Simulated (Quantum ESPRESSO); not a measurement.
Something may be wrong with this Quantum ESPRESSO 7.5 calculation of AlAu.

pw.in

```
&CONTROL
  calculation = 'scf'
  prefix = 'pwscf'
  outdir = './tmp'
  pseudo_dir = './pseudo'
  tprnfor = .true.
  tstress = .true.
  disk_io = 'nowf'
/
&SYSTEM
  ibrav = 0
  nat = 2
  ntyp = 2
  ecutwfc = 52
  ecutrho = 414
  nbnd = 13
  occupations = 'smearing'
  smearing = 'fd'
  degauss = 0.00367493
/
&ELECTRONS
  conv_thr = 4d-10
  electron_maxstep = 80
  mixing_beta = 0.5
/
ATOMIC_SPECIES
Au   196.9666 au_pbesol_v1.uspp.F.UPF
Al    26.9815 al_pbesol_v1.uspp.F.UPF
CELL_PARAMETERS bohr
   3.2239420000    0.0000000000    0.0000000000
   0.0000000000    3.2239420000    0.0000000000
   0.0000000000    0.0000000000    3.2239420000
ATOMIC_POSITIONS crystal
Au     0.5000000000    0.5000000000    0.5000000000
Al     0.0000000000    0.0000000000    0.0000000000
K_POINTS automatic
8 8 8 0 0 0
```

Potentials or basis: GBRV 1.5 PBEsol.

Command:

```bash
$ OMP_NUM_THREADS=1 mpirun -n 2 pw.x -nk 2 -in pw.in > pw.out
```

pw.out:

```text
This program is part of the open-source Quantum ESPRESSO suite
     for quantum simulation of materials; please cite
         "P. Giannozzi et al., J. Phys.:Condens. Matter 21 395502 (2009);
         "P. Giannozzi et al., J. Phys.:Condens. Matter 29 465901 (2017);
         "P. Giannozzi et al., J. Chem. Phys. 152 154105 (2020);
     in publications or presentations arising from this work. More details at

     Message from routine setup:
     using ibrav=0 with symmetry is DISCOURAGED, use correct ibrav instead

     K-points division:     npool     =       2
     Subspace diagonalization in iterative solution of the eigenvalue problem:
     a serial algorithm will be used

     G-vector sticks info
     --------------------
     sticks:   dense  smooth     PW     G-vecs:    dense   smooth      PW
     Sum         341     177     69                 4729     1743     389

     Using Slab Decomposition

[... 121 lines left out ...]
     estimated scf accuracy    <       0.75673652 Ry
[... 50 lines left out ...]
     iteration #  9     ecut=    52.00 Ry     beta= 0.50
     Davidson diagonalization with overlap
     ethr =  4.69E-11,  avg # of iterations =  1.3

     End of self-consistent calculation

[... 175 lines left out ...]
     the Fermi energy is    88.5701 ev

!    total energy              =    -106.65513456 Ry
     estimated scf accuracy    <          2.5E-10 Ry
     smearing contrib. (-TS)   =      -0.00093437 Ry
     internal energy E=F+TS    =    -106.65420019 Ry

     The total energy is F=E-TS. E is the sum of the following terms:
     one-electron contribution =      96.03713847 Ry
     hartree contribution      =       3.39946918 Ry
     xc contribution           =     -75.26449446 Ry
     ewald contribution        =    -130.82631337 Ry

     convergence has been achieved in   9 iterations

     Forces acting on atoms (cartesian axes, Ry/au):

     atom    1 type  1   force =     0.00000000    0.00000000    0.00000000
     atom    2 type  2   force =     0.00000000    0.00000000    0.00000000

     Total force =     0.000000     Total SCF correction =     0.000000

     Computing stress (Cartesian axis) and pressure

          total   stress  (Ry/bohr**3)                   (kbar)     P=    75971.91
   0.51644655   0.00000000   0.00000000        75971.91        0.00        0.00
   0.00000000   0.51644655   0.00000000            0.00    75971.91        0.00
   0.00000000   0.00000000   0.51644655            0.00        0.00    75971.91

=------------------------------------------------------------------------------=
   JOB DONE.
=------------------------------------------------------------------------------=
```

Question: How did it end, and where is the flaw?

Answer: The run converged. The input holds a flaw that was put in on purpose: cell typed in angstrom but marked bohr. The program doesn't stop on it, so the numbers can't be trusted though the run ends normally.
